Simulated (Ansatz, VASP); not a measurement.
**CdS (Greenockite) in VASP and in Ansatz**

```
Cd S
1.0
     4.06528    0.00000    0.00000
    -2.03264    3.52064    0.00000
     0.00000    0.00000    6.59947
Cd S
2 2
Direct
  0.66667 0.33333 0.50000
  0.33333 0.66667 0.00000
  0.66667 0.33333 0.87500
  0.33333 0.66667 0.37500
```

Change from the starting cell: volume scaled by 0.94.

Alike in both runs: task single point; functional PBE; k mesh 7 × 7 × 4; occupations fermi-dirac, width 0.05 eV; no spin polarisation.

|  | VASP | Ansatz |
| --- | --- | --- |
| version | VASP 6.6.1 | Ansatz 0.2.0 |
| potentials or method | VASP PAW PBE potentials, release 64 (Cd, S), cutoff 520 eV | all-electron LAPW, scalar-relativistic |

Ansatz gave:

* gap on the k mesh at the Fermi level (eV): 1.34
* least direct gap on the mesh (eV): 1.34
* pressure (GPa): 6.5
* largest component of the traceless stress (GPa): 0.58
* rms of the force components (eV/Å): 0.047

Problem. Which values does VASP return?

Solution. gap on the k mesh at the Fermi level (eV): 1.34; least direct gap on the mesh (eV): 1.34; pressure (GPa): 7.0; largest component of the traceless stress (GPa): 0.60; rms of the force components (eV/Å): 0.047.

Atom by atom the forces differ by 0.001 eV/Å (rms over components). Ansatz ran all-electron here, so the differences hold the error of VASP's frozen core and of both bases.
